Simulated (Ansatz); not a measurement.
Cubic perovskite LaAlO₃ (cubic high-temperature phase) was calculated with r²SCAN (PAW; Ansatz, an electronic-structure program).

Run with plane-wave cutoff 600 eV, 6×6×6 k mesh, scalar-relativistic PAW data made under PBE.

Cell (relaxed at this level):

AlLaO3 has the cubic space group Pm-3m (No. 221), the cubic perovskite structure, Pearson symbol cP5. Conventional cell: a = 3.7868 Å, b = 3.7868 Å, c = 3.7868 Å, α = 90.00°, β = 90.00°, γ = 90.00°. La on 1a is coordinated by 12 O at 2.678 Å (cuboctahedral). Al on 1b sees 6 O at 1.893 Å (octahedral). O on 3c is surrounded by 2 Al at 1.893 Å and 4 La at 2.678 Å (octahedral). (Neighbours: up to the widest gap in distance over summed covalent radii, below 1.35, at either atom; cation-cation and far metal-metal contacts left out.)

Q: Give the computed elastic constant C12, Poisson ratio, polycrystal shear modulus (Hill average), elastic constant C11 and elastic constant C44.

A: 
- elastic constant C12 = 137 GPa
- Poisson ratio = 0.223
- polycrystal shear modulus (Hill average) = 144 GPa
- elastic constant C11 = 362 GPa
- elastic constant C44 = 169 GPa

Note: the relaxation could not lower the start's symmetry, so the cell can be a saddle point above a distorted one.

Elastic constants are with the ions relaxed.

Spin–orbit coupling is not included.

The computed numbers hold no vibrational or temperature effects.
